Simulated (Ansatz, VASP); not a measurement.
One calculation of MoS2, two programs

```
Mo S
1.0
     3.22747    0.00000    0.00000
    -1.61373    2.79507    0.00000
     0.00000    0.00000    6.31247
Mo S
1 2
Direct
  0.00000 0.00000 0.50000
  0.33333 0.66667 0.25532
  0.66667 0.33333 0.74468
```

Measurements of this composition are mostly on another form, of space group No. 194.

Alike in both runs: task single point; functional PBEsol; k mesh 10 × 10 × 5; no spin polarisation.

|  | VASP | Ansatz |
| --- | --- | --- |
| version | VASP 6.6.1 | Ansatz 0.2.0 |
| potentials or method | VASP PAW PBE potentials, release 64 (Mo_sv, S) | plane waves, PAW |
| plane-wave cutoff (eV) | 520 | 450 |
| occupations | methfessel-paxton of order 1, width 0.1 eV | methfessel-paxton of order 1 |
| valence electrons in the cell | 26 | 26 |

```csv
,VASP,Ansatz,Ansatz less VASP
pressure (GPa),-3.4,-3.4,-0.01
largest component of the traceless stress (GPa),2.73,2.72,-0.017
```

Caveats: the PAW data sets were made with another functional, which shifts forces and pressure a little (VASP); this functional lacks dispersion, which binds the layers, so the pressure and a relaxed spacing across them are unreliable.
